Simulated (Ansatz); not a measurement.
The system is TiSi2.

```
Ti Si
1.0
     1.76511   -6.75928    0.00000
     1.76511    6.75928    0.00000
     0.00000    0.00000    3.56517
Ti Si
2 4
Direct
  0.10312 0.89688 0.25000
  0.89688 0.10312 0.75000
  0.75031 0.24969 0.25000
  0.24969 0.75031 0.75000
  0.44175 0.55825 0.25000
  0.55825 0.44175 0.75000
```

The cell comes from a database or a generator and needn't be the stable form of this composition.

Base run:

```yaml
Program: Ansatz 0.2.0
Functional: PBEsol
Potentials_or_basis: Ansatz PAW
Cutoff: 420 eV
Density_cutoff: 1680 eV
k_mesh: 8 × 8 × 8
Occupations: fermi-dirac, width 0.05 eV
Spin: no spin polarisation
Hubbard_terms: Ti d U = 8 eV
```

Its results: band gap on the k mesh none (metal or under the smearing width); pressure 8.0 GPa; largest force 0.456 eV/Å.

Q: After a change of settings the same cell gave: band gap on the k mesh none (metal or under the smearing width); pressure -1.4 GPa; largest force 0.214 eV/Å. Which change was it?
A. functional from PBEsol to PBE; hubbard terms from Ti d U = 8 eV to none; hubbard projectors from ortho-atomic (the default) to none
B. functional from PBEsol to LDA; hubbard terms from Ti d U = 8 eV to none; hubbard projectors from ortho-atomic (the default) to none
C. hubbard terms from Ti d U = 8 eV to Ti d U = 1 eV
D. hubbard terms from Ti d U = 8 eV to Ti d U = 6 eV

A: C.

Caveats: U without spin polarisation on a metal has little footing; the PAW data sets come from PBE, with cores solved anew for the run's functional, which leaves a small shift of forces and pressure; the U is typed as a test and isn't derived for this compound; the density of states is complete only up to the lowest level of the last band computed.

Not every run made on this cell is shown here.
